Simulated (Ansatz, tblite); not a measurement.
LiH: GFN1-xTB, run from Python

These are simulated results from tblite 0.8.0, not measurements. The cell was built from a prototype and was relaxed with r2SCAN in plane waves (Ansatz 0.2.0). Not every such cell is a known phase. All runs are without spin polarisation.

The symmetry is P6_3/mmc (No. 194, hexagonal); a = 3.255 Å, c = 4.069 Å in the conventional setting, 9.33 Å³ an atom. Li is surrounded by 5 H at 1.88–2.03 Å; H is surrounded by 5 Li at 1.88–2.03 Å.

tblite solves periodic systems at the zone centre alone, so the script builds a cluster of 3×3×2 conventional cells (72 atoms), which folds in a coarse mesh of k points.

run.py reads:

```python
import json
from ase import Atoms
from ase.build import make_supercell
from ase.units import Bohr, GPa, Hartree
from tblite.interface import Calculator

atoms = Atoms(['Li', 'Li', 'H', 'H'],
              cell=[[3.254823, 0.0, 0.0], [-1.627412, 2.81876, 0.0], [0.0, 0.0, 4.069068]],
              scaled_positions=[[0.333333, 0.666667, 0.25], [0.666667, 0.333333, 0.75], [0.666667, 0.333333, 0.25], [0.333333, 0.666667, 0.75]],
              pbc=True)
cluster = make_supercell(atoms, [[3, 0, 0], [0, 3, 0], [0, 0, 2]])
calc = Calculator('GFN1-xTB', cluster.numbers, cluster.positions / Bohr, lattice=cluster.cell[:] / Bohr, periodic=cluster.pbc)
calc.set('temperature', 0.02 / Hartree)
calc.set('max-iter', 150)
res = calc.singlepoint()
levels = res.get('orbital-energies') * Hartree
nv = round(res.get('orbital-occupations').sum() / 2)
cells = len(cluster) // len(atoms)
out = {'energy_per_cell': res.get('energy') * Hartree / cells, 'homo': levels[nv - 1], 'lumo': levels[nv],
       'stress': (-res.get('virial') * Hartree / cluster.get_volume() / GPa).tolist(), 'charges': res.get('charges')[:len(atoms)].tolist(), 'electrons': 2 * nv / cells}
json.dump(out, open('results.json', 'w'))
for key, value in out.items():
    print(key, value)
```

Command: `python run.py`. It took 3.7 s on 1 thread of Arm Neoverse V1, with other jobs on the host, peak memory 0.1 GiB.

The log:

```
------------------------------------------------------------
  cycle        total energy    energy error   density error
------------------------------------------------------------
      1     -33.62637587085  -3.3461873E+01   5.7770958E-01
      2     -34.02691274278  -4.0053687E-01   3.4614119E-01
      3     -34.02568338150   1.2293613E-03   5.5865707E-02
      4     -34.02879335692  -3.1099754E-03   4.8458670E-04
      5     -34.02879876255  -5.4056313E-06   2.1761829E-05
      6     -34.02879876790  -5.3441056E-09   3.8462797E-06
------------------------------------------------------------

 total:                                   3.052 sec
energy_per_cell -51.44282106771017
homo -10.119160175504373
lumo -7.402843800465262
stress [[8.069583699250106, 7.641140889654704e-05, -4.5706406867252693e-07], [7.64114088964175e-05, 8.069664272265074, 2.638849832395416e-07], [-4.5706406857939465e-07, 2.6388498317219743e-07, 4.871617498072207]]
charges [0.1803837990958711, 0.1803820271988914, -0.1803831423762401, -0.18038231201924304]
electrons 4.0
```

The cycle table is in hartree for the whole cluster, and the lines after it are in eV (the energy for one cell). The printed stress is in GPa and positive in compression, and the pressure is its mean diagonal.

GFN1-xTB gives a gap of 2.72 eV. On the same cell, plane-wave PBE (Ansatz, 12×12×6 k points and the special points) gives a gap of 1.84 eV and r2SCAN a gap of 2.34 eV; on shared hosts these took about 2.1 and 4.7 core-seconds on the 4-atom cell, against 3.7 for the script. Semilocal gaps usually lie below measured ones. xTB was fitted to molecules, so gaps, charges and pressures of solids can be far off, and the gap also depends on the size of the cluster.

The same script was run on cells scaled at fixed shape and fractional coordinates:

| volume (Å³/atom) | energy (meV/atom) | pressure (GPa, positive in compression) | gap (eV) |
| --- | --- | --- | --- |
| 8.21 | 72.3 | 14.41 | 2.97 |
| 8.77 | 29.7 | 10.17 | 2.83 |
| 9.33 | 0.0 | 7.00 | 2.72 |
| 9.89 | -20.2 | 4.66 | 2.61 |
| 10.45 | -33.4 | 2.97 | 2.52 |

The minimum lies beyond the largest of these volumes.

xTB was fitted mostly to molecules, and a small cluster samples few k points, so gaps, pressures and kinks along a curve can be far from a solid's.
